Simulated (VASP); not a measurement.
# Pb: equation of state with PBEsol

The system is Pb.

```
CELL_PARAMETERS angstrom
0.00000 3.45701 3.45701
3.45701 0.00000 3.45701
3.45701 3.45701 0.00000
ATOMIC_POSITIONS crystal
Pb 0.25000 0.25000 0.25000
Pb 0.00000 0.00000 0.00000
```

This isn't the form of Pb at room conditions, which is fcc.

```
Program             : VASP 6.6.1
Task                : equation of state
Functional          : PBEsol
Potentials or basis : VASP PAW PBE potentials, release 64 (Pb_d)
Cutoff              : 520 eV
k mesh              : 6 × 6 × 6
Occupations         : fermi-dirac, width 0.05 eV
Spin                : no spin polarisation
```

```
Equilibrium volume                      : 41.37 Å³/atom
Bulk modulus                            : 30 GPa
Pressure derivative of the bulk modulus : 5.0 (rough: it moves with the points fitted)
```

Energy against volume, from the lowest point:
```csv
volume (Å³/atom),energy (meV/atom)
39.662,7.25
40.488,1.85
41.314,0.00
42.141,1.30
42.967,5.39
```

All runs of the series together: 100 s on 1 thread of Intel(R) Xeon(R) Platinum 8488C (Sapphire Rapids) (shared host).

Caveat: the PAW data sets were made with another functional, which shifts forces and pressure a little. Spin-orbit coupling is left out, which matters for the levels of Pb.
